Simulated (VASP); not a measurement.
# Al (Fm-3m) in VASP: further runs, part 3 of 3

VASP 6.6.1.

## 18. Single point, PBEsol (cell strained at random at fixed volume)

The input, INCAR:

```
  PREC = Accurate
  ENCUT = 520
  EDIFF = 1E-7
  ISMEAR = -1
  SIGMA = 0.05
  LREAL = F
  LASPH = T
  NELM = 100
  ALGO = Normal
  ISIF = 2
  LWAVE = F
  LCHARG = F
  GGA = PS
  NBANDS = 8
```

The input, KPOINTS:

```
regular mesh
0
Gamma
  11 11 11
```

The input, POSCAR:

```
Al
1.0
    0.0478940000      1.9691420000      2.0268530000
    2.0432560000     -0.0083540000      2.0831010000
    2.0405820000      2.0227150000     -0.0056790000
Al
1
Direct
    0.0059780000     -0.0131190000      0.0211680000
```

Potentials or basis: VASP PAW PBE potentials, release 64 (Al).

Started as:

```
$ cat potpaw_PBE.64/Al/POTCAR > POTCAR
$ mpirun -np 1 vasp_std > vasp.out
```

OUTCAR:

```text
PREC = Accurate
   ENCUT = 520
   EDIFF = 1E-7
   ISMEAR = -1
   LREAL = F
   LASPH = T
   NELM = 100
   ISIF = 2
   GGA = PS

 ion  position               nearest neighbor table
   1  0.006  0.987  0.021-

  Warning from LATTYP: Got some problem with cell dimensions!
  Tried to take original basis but could not verify dimensions!
  LATTYP: Found a triclinic cell.
 ALAT       =     2.9134601973
 B/A-ratio  =     1.4128936757
 C/A-ratio  =     0.9861875766
 COS(alpha) =     0.0038423847
 COS(beta)  =     0.4915393561
 COS(gamma) =     0.7273049796

  Lattice vectors:

 A1 = (   0.0026740000,  -2.0310690000,   2.0887800000)
 A2 = (   0.0505680000,  -0.0619270000,   4.1156330000)
 A3 = (  -2.0405820000,  -2.0227150000,   0.0056790000)

Analysis of symmetry for initial positions (statically):
=====================================================================
 Subroutine PRICEL returns:
 Original cell was already a primitive cell.

 Routine SETGRP: Setting up the symmetry group for a
 triclinic supercell.

 Subroutine GETGRP returns: Found  2 space group operations
 (whereof  1 operations were pure point group operations)
[... 168 lines left out ...]
 cond. band min:       7.9414018250   @ k =   0.3636  -0.0000  -0.0000
 fundamental gap:      0.0294776234
 Fermi energy:         7.9219597567

 k-point     1 :       0.0000    0.0000    0.0000
  band No.  band energies     occupation
      1      -3.2030      2.00000
      2      19.9051      0.00000
      3      20.1726      0.00000
      4      21.2610      0.00000
      5      21.3894      0.00000
      6      21.5213      0.00000
      7      22.4481      0.00000
      8      24.7198      0.00000
[... 243 lines left out ...]
 k-point    24 :      -0.4545    0.1818    0.0000
  band No.  band energies     occupation
      1       3.9331      2.00000
      2       5.0560      2.00000
      3      12.3669      0.00000
      4      15.9268      0.00000
      5      17.7117      0.00000
      6      23.4616      0.00000
      7      26.0122      0.00000
      8      27.9616      0.00000

 [... further k-points ...]

------------------------ aborting loop because EDIFF is reached ----------------------------------------

  FORCE on cell =-STRESS in cart. coord.  units (eV):
  Direction    XX          YY          ZZ          XY          YZ          ZX
  --------------------------------------------------------------------------------------
  -------------------------------------------------------------------------------------
  Total       -0.0823240     -0.0918389     -0.3473588     -0.0751094      0.1567591     -0.1196703
  in kB       -7.9443307     -8.8625287    -33.5203993     -7.2481148     15.1273796    -11.5482814
  external PRESSURE =     -16.7757529 kB  Pullay stress =       0.0000000 kB

 VOLUME and BASIS-vectors are now :
 -----------------------------------------------------------------------------
  energy-cutoff  :      520.00
  volume of cell :       16.60
      direct lattice vectors                 reciprocal lattice vectors
     0.047894000  1.969142000  2.026853000    -0.253781751  0.256725233  0.249957044
     2.043256000 -0.008354000  2.083101000     0.247605453 -0.249129479  0.236185113
     2.040582000  2.022715000 -0.005679000     0.248082800  0.243430406 -0.242361293

 POSITION                                       TOTAL-FORCE (eV/Angst)
 -----------------------------------------------------------------------------------
      2.05993      0.04634      2.06777         0.000000      0.000000     -0.000000
 -----------------------------------------------------------------------------------
    total drift:                                0.000000      0.000000      0.000000

  FREE ENERGIE OF THE ION-ELECTRON SYSTEM (eV)
  ---------------------------------------------------
  free  energy   TOTEN  =        -4.0942875159 eV

  energy  without entropy=       -4.0914136795  energy(sigma->0) =       -4.09285060
```

OSZICAR:

```text
N       E                     dE             d eps       ncg     rms          rms(c)
DAV:   1    -0.264408985117E+01   -0.26441E+01   -0.87182E+02 10680   0.204E+02
DAV:   2    -0.411514662947E+01   -0.14711E+01   -0.14144E+01 14768   0.188E+01
DAV:   3    -0.412242960716E+01   -0.72830E-02   -0.72812E-02 13720   0.151E+00
DAV:   4    -0.412244769585E+01   -0.18089E-04   -0.18089E-04 16712   0.659E-02
DAV:   5    -0.412244773584E+01   -0.39989E-07   -0.40283E-07 13792   0.174E-03    0.138E+00
DAV:   6    -0.410563687167E+01    0.16811E-01   -0.22289E-03 14296   0.196E-01    0.785E-01
DAV:   7    -0.409430430625E+01    0.11333E-01   -0.60725E-03 13848   0.313E-01    0.165E-01
DAV:   8    -0.409428847454E+01    0.15832E-04   -0.21328E-05 15632   0.311E-02    0.797E-03
DAV:   9    -0.409428777810E+01    0.69644E-06   -0.34225E-07 15120   0.263E-03    0.858E-04
DAV:  10    -0.409428751838E+01    0.25972E-06   -0.49091E-09 14144   0.404E-04    0.276E-04
DAV:  11    -0.409428751590E+01    0.24830E-08   -0.12840E-10  7184   0.634E-05
   1 F= -.40942875E+01 E0= -.40928506E+01  d E =-.287384E-02
```

stdout:

```text
POSCAR found type information on POSCAR Al
 POSCAR found :  1 types and       1 ions
 scaLAPACK will be used
 -----------------------------------------------------------------------------
|                                                                             |
|                                                                             |
|     You enforced a specific xc type in the INCAR file but a different       |
|     I HOPE YOU KNOW WHAT YOU ARE DOING!                                     |
|                                                                             |
 -----------------------------------------------------------------------------

 LDA part: xc-table for (Slater+PW92), standard interpolation
 POSCAR, INCAR and KPOINTS ok, starting setup
 FFT: planning ... GRIDC
 FFT: planning ... GRID_SOFT
 FFT: planning ... GRID
 WAVECAR not read
 entering main loop
```

Run time: 92 s. Hardware: 1 thread of Intel Xeon Platinum 8375C at 2.90GHz (Ice Lake), shared host; peak memory 0.19 GiB.

Results:

```
Free energy            : -4.0943 eV
Pressure               : -1.7 GPa
Band gap on the k mesh : none (metal or under the smearing width)
```

Stress tensor (GPa, compression positive):
```
-0.79 -0.72 -1.15
-0.72 -0.89  1.51
-1.15  1.51 -3.35
```

Caveat: the PAW data sets were made with another functional, which shifts forces and pressure a little.

## 19. Equation of state, PBEsol

No new run: the results of the series are fitted here.

Results:

```
Equilibrium volume                      : 16.22 Å³/atom
Bulk modulus                            : 83 GPa
Pressure derivative of the bulk modulus : 4.5
```

Energy against volume, from the lowest point:
```
volume (Å³/atom)  energy (meV/atom)
          15.607               6.35
          15.939               1.23
          16.271               0.00
          16.603               2.25
          16.935               7.62
          17.267              15.78
          17.599              26.41
```

Caveat: the PAW data sets were made with another functional, which shifts forces and pressure a little.

## 20. Summary

| task | level | cell | ladder | gap on the mesh (eV) | pressure (GPa) | V0 of scaled cells (Å³/atom) | B0 (GPa) |
| --- | --- | --- | --- | --- | --- | --- | --- |
| single point | PBE | as given | - | none | -0.5 | - | - |
| single point | PBE | cell strained at random at fixed volume | - | none | -0.3 | - | - |
| equation of state | PBE | as given | - | - | - | 16.51 | 79 |
| single point | PBEsol | as given | free | none | -1.9 | - | - |
| single point | PBEsol | cell strained at random at fixed volume | free | none | -1.7 | - | - |
| equation of state | PBEsol | as given | free | - | - | 16.22 | 83 |

Alike in all rows: potentials or basis VASP PAW PBE potentials, release 64 (Al); no spin polarisation; k mesh 11 × 11 × 11; cutoff (eV) 520; smearing fermi-dirac 0.05 eV.

Caveats: the PAW data sets were made with another functional, which shifts forces and pressure a little (some runs).

Absolute energies hang on the potentials; compare differences alone.

## 21. Comparison with measurements

Step 10. A measured bulk modulus of Al is 76.9 GPa (quoted in “The interpretation of polycrystalline coherent inelastic neutron scattering from aluminium”, 2013, pmc:3831299); the calculated 79 GPa misses it by +2.9 %. The fit is for a static lattice scaled at fixed shape and fixed fractional positions. The cell as given is a measured one (16.60 Å³/atom); PBE puts the equilibrium volume -0.6 % from it, thermal expansion not counted.

Step 19. A measured bulk modulus of Al is 76.9 GPa (quoted in “The interpretation of polycrystalline coherent inelastic neutron scattering from aluminium”, 2013, pmc:3831299); the calculated 83 GPa misses it by +8.5 %. The fit is for a static lattice scaled at fixed shape and fixed fractional positions. The cell as given is a measured one (16.60 Å³/atom); PBEsol puts the equilibrium volume -2.3 % from it, thermal expansion not counted.
